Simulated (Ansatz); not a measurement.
LiF: energy along a strain

LiF, Fm-3m, a = 4.028 Å (as given, not relaxed at this level: 2.1 GPa). Ansatz: PBE, PAW, 420 eV, Γ-centred 10×10×10 mesh on 2 atoms, Gaussian smearing 0.05 eV; no spin polarisation. Cell vectors (Å): 0.000 2.014 2.014; 2.014 0.000 2.014; 2.014 2.014 0.000. The cell is strained by x per cent times the pattern (0 1 0 0 0 0) in the order xx yy zz yz xz xy (engineering shears), with fractional coordinates held. y is the free energy over the start, V0 = 8.169 Å³/atom.

```tsv
x (%)	y (meV/atom)
-2.00	?
-1.50	2.40
-1.00	1.41
-0.50	0.61
0.00	0.00
0.50	-0.49
1.00	-0.77
1.50	-0.95
1.75	-0.97
2.00	-0.99
```

Q: Fit y = c1 x + c2 x² + c3 x³ to the other rows, get the stiffness along the pattern, and predict the missing energy.

A: Least squares on the rows shown. y = −1.082 x + 0.3223 x² − 0.01386 x³. The clamped-ion stiffness p·C·p = 2 × 3.223 eV × 160.2 / 8.169 Å³ = 126 GPa, which is C22 in these axes (C11 of the cubic crystal) (second derivative at the start, which stands under stress). At x = -2.00 the fit asked for gives 3.56 meV/atom. The run gave 3.55 meV/atom, so the fit is 0.01 meV/atom too high, within the rms miss on the fitted rows (0.01 meV/atom).